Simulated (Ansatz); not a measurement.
Input and command of a plane-wave DFT calculation in Ansatz:

```yaml
crystal:
  lattice:
    - [3.1136926464, 0.0, 0.0]
    - [-1.5568463232, 2.6965369313, 0.0]
    - [0.0, 0.0, 4.9834165464]
  atoms:
    - { symbol: Al, position: [0.2610718658, 0.6666666667, -0.0436416716] }
    - { symbol: Al, position: [0.6666666667, 0.3333333333, 0.5015080761] }
    - { symbol: "N", position: [0.3333333333, 0.6666666667, 0.3834919239] }
    - { symbol: "N", position: [0.6666666667, 0.3333333333, 0.8834919239] }
basis:
  ecutwfc: 420
kpoints:
  mp_grid: { grid: [12, 12, 6] }
hamiltonian:
  xc: pbesol
scf:
  occupations: { method: gaussian, width: 0.05 }
output:
  forces: true
  stress: true
  eigenvalues: true
```

```bash
ansatz run input.yaml --threads 2 --pin off --max-ram 5120MiB --backend cpu --events-out ev --progress --plain --runs-dir out
```

Processor: Intel(R) Xeon(R) Processor @ 2.70GHz, 2 threads, on a host shared with other jobs.

Problem. Estimate time, memory and problem size.

Solution. About 12 s on 2 threads of Intel(R) Xeon(R) Processor @ 2.70GHz, with other jobs on the host, peak memory 0.56 GiB. It solves 12 bands at 436 k points (the mesh reduced by the symmetry that the task leaves, which can be less than the crystal's) with about 809 plane waves, in 6 SCF iterations.
